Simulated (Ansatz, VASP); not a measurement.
## TaN in VASP and in Ansatz

Contents of INCAR:

```
ALGO = Normal
EDIFF = 1E-6
ENCUT = 520
GGA = CA
ISIF = 2
ISMEAR = 0
LASPH = T
LCHARG = F
LREAL = F
LWAVE = F
NBANDS = 15
NELM = 80
PREC = Accurate
SIGMA = 0.15
```

Contents of KPOINTS:

```
k-points
0
Gamma
  18 18 18
```

File POSCAR:

```
TaN
1.0
    0.0000000000      2.1918784864      2.1918784864
    2.1918784864      0.0000000000      2.1918784864
    2.1918784864      2.1918784864      0.0000000000
Ta N
1 1
Direct
    0.5000000000      0.5000000000      0.5000000000
    0.0000000000      0.0000000000      0.0000000000
```

Input for Ansatz:

```yaml
crystal:
  lattice:
    - [0.0, 2.1918784864, 2.1918784864]
    - [2.1918784864, 0.0, 2.1918784864]
    - [2.1918784864, 2.1918784864, 0.0]
  atoms:
    - { symbol: Ta, position: [0.5, 0.5, 0.5] }
    - { symbol: "N", position: [0.0, 0.0, 0.0] }
basis:
  ecutwfc: 520.0
kpoints:
  mp_grid: { grid: [18, 18, 18] }
hamiltonian:
  xc: lda
  pseudopotentials: { kind: paw, azcp: { folder: soft_1 } }
scf:
  occupations: { method: gaussian, width: 0.15 }
output:
  forces: true
  stress: true
  eigenvalues: true
  write_density: true
  write_potential: true
  elf: true
  volumetric_format: npy
```

Change from the starting cell: mode 4 frozen in at +0.000 Å, equal normal strain along x, y and z +0.0083.

Alike in both runs: task single point; functional LDA; k mesh 18 × 18 × 18; occupations gaussian, width 0.15 eV; no spin polarisation.

```csv
,VASP,Ansatz
version,VASP 6.6.1,Ansatz 0.2.0
potentials or method,"VASP PAW LDA potentials, release 64 (Ta_pv, N)","scalar-relativistic, plane waves, PAW"
plane-wave cutoff (eV),520,520
valence electrons in the cell,16,18
```

|  | VASP | Ansatz | Ansatz less VASP |
| --- | --- | --- | --- |
| gap on the k mesh at the Fermi level (eV) | none | none | - |
| pressure (GPa) | -6.8 | -8.9 | -2.08 |

A gap of «none» marks a metal or a gap that the smearing closes. The two sets of potentials don't hold the same shells in valence. Ansatz warned: «pseudo_functional_mismatch».

The runs have no spin-orbit coupling, so splittings on Ta are missing.
